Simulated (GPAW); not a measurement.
# ZnCu: phonons with PBE+D3(BJ)

ZnCu:

```
Zn Cu
1.0
     2.94500    0.00000    0.00000
     0.00000    2.94500    0.00000
     0.00000    0.00000    2.94500
Zn Cu
1 1
Direct
  0.50000 0.50000 0.50000
  0.00000 0.00000 0.00000
```

- Program: GPAW 26.7.0
- Task: phonons
- Functional: PBE
- Dispersion: D3(BJ)
- Potentials or basis: GPAW PAW data sets (gpaw-data 1.2.1)
- Cutoff: 600 eV
- Basis: pw
- k mesh: 9 × 9 × 9
- Occupations: fermi-dirac, width 0.05 eV
- Spin: no spin polarisation
- Maxiter: 150
- Convergence: density=1e-06 eigenstates=1e-09
- Supercell: 1 × 1 × 1
- Supercell k mesh: 9 × 9 × 9
- Displacement: 0.02
- Relaxed first: ions

```
Pressure after relaxing       : -3.8 GPa
Band gap on the k mesh        : none (metal or under the smearing width)
Highest phonon frequency at Γ : 203 cm⁻¹
Dispersion energy per atom    : -0.507 eV
```

Final structure:
```xyz
2
Lattice="2.9450 0.0000 0.0000 0.0000 2.9450 0.0000 0.0000 0.0000 2.9450" Properties=species:S:1:pos:R:3 pbc="T T T"
Zn    1.4725    1.4725    1.4725
Cu    0.0000    0.0000    0.0000
```

Levels at points of the mesh, in eV from the Fermi level:
| k point | band 8 | band 9 | band 10 | band 11 | band 12 | band 13 | band 14 | band 15 |
| --- | --- | --- | --- | --- | --- | --- | --- | --- |
| (0.00, 0.00, 0.00) | -3.64 | -2.79 | -2.79 | -2.79 | 6.15 | 6.15 | 6.15 | 11.16 |

Phonon frequencies in cm⁻¹ (negative: imaginary):
```csv
q point,frequencies
"(0.000, 0.000, 0.000)",0 0 0 203 203 203
```

It took 70 s on 1 thread of Arm Neoverse V2, with other jobs on the host, peak memory 0.24 GiB.

Caveat: the cell is more than 3 GPa from zero pressure, which shifts response properties; with this Cu data set, volumes or pressures lay over 1.5 % or 2 GPa off other programs in two to four cells of ten; pairwise dispersion overbinds metals, which lowers pressure and volume.
